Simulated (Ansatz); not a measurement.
**CrCuO2 (R-3m): equation of state**

The task here is to estimate one member of a computed series from the others.

Computed with Ansatz 0.2.0 (DFT PBE, scalar-relativistic, plane waves, PAW, unless a step's input says otherwise).

Spin polarisation is switched off on purpose; where the compound carries moments, volume, stiffness and gap are then not the real material's.

### The structure to begin with

The structure is trigonal, space group R-3m (No. 166). Conventional cell: a = 2.726 Å, b = 2.726 Å, c = 18.395 Å, α = 90.00°, β = 90.00°, γ = 120.00°. Cr (site symmetry -3m) has 6 O at 1.96 Å as nearest neighbours. Around Cu (site symmetry -3m) lie 2 O at 1.89 Å. Around O (site symmetry 3m) lie 1 Cu at 1.89 Å and 3 Cr at 1.96 Å.

Coordinates:

```cif
data_structure
_symmetry_space_group_name_H-M 'R-3m:H'
_symmetry_Int_Tables_number 166
_cell_length_a 2.7264
_cell_length_b 2.7264
_cell_length_c 18.3947
_cell_angle_alpha 90.000
_cell_angle_beta 90.000
_cell_angle_gamma 120.000
_cell_volume 118.42
loop_
_atom_site_label
_atom_site_type_symbol
_atom_site_symmetry_multiplicity
_atom_site_Wyckoff_symbol
_atom_site_fract_x
_atom_site_fract_y
_atom_site_fract_z
_atom_site_occupancy
Cr1 Cr 3 b 0.66667 0.33333 0.83333 1
Cu1 Cu 3 a 0.00000 0.00000 0.00000 1
O1 O 6 c 0.33333 0.66667 0.76943 1
```

An earlier run at PBE left this cell at 9.868 Å³/atom and -0.02 GPa (14×14×14 mesh).

Volume factors to run: 0.980, 1.020, 0.960, 1.040.

Set-up of the first run:

input.yaml

```yaml
crystal:
  lattice:
    - [1.3540703181, 0.7817728627, 6.0904261484]
    - [-1.3540703181, 0.7817728627, 6.0904261484]
    - [0.0, -1.5635457253, 6.0904261484]
  atoms:
    - { symbol: Cr, position: [0.5, 0.5, 0.5] }
    - { symbol: Cu, position: [0.0, 0.0, 0.0] }
    - { symbol: O, position: [0.1027670415, 0.1027670415, 0.1027670415] }
    - { symbol: O, position: [0.8972329585, 0.8972329585, 0.8972329585] }
basis:
  ecutwfc: 420
  ecutrho_ratio: 4
kpoints:
  mp_grid: { grid: [14, 14, 14] }
hamiltonian:
  xc: pbe
scf:
  occupations: { method: gaussian, width: 0.05 }
output:
  forces: true
  stress: true
  eigenvalues: true
relax:
  f_tol: 0.01
  max_steps: 40
  cell: { stress_tol: 0.1, fix: [volume] }
```

Started as:

```console
$ ansatz run input.yaml --threads 1 --pin off --max-ram 2560MiB --backend cpu --events-out ev --progress --plain --runs-dir out
```

Among the steps run: Scaling the volume by 0.980; Scaling the volume by 1.020; At 0.960 of the relaxed volume; At 1.040 of the relaxed volume.

One table of the session follows, with a row left open; its other results are not shown here.

It belongs to the step «The fit». 

| volume (Å³/atom) | energy (meV/atom) | pressure (GPa) |
| --- | --- | --- |
| 9.473 | 8.76 | 7.44 |
| 9.671 | 2.08 | 3.50 |
| 9.868 | 0.00 | -0.02 |
| 10.065 | ? | ? |
| 10.263 | 7.76 | -6.01 |

Estimate the missing values for volume (Å³/atom) = 10.065.

Worked estimate for «energy (meV/atom)». A straight line through the neighbours (9.868, 0.00) and (10.263, 7.76) gives 0.00 + (7.76 − 0.00) × (10.065 − 9.868) / (10.263 − 9.868) = 3.87; a parabola fitted to 3 rows on both sides gives 1.88.

As computed: energy (meV/atom): 2.04; pressure (GPa): -3.21. In «energy (meV/atom)» the line misses by +1.83 and the parabola by -0.16.
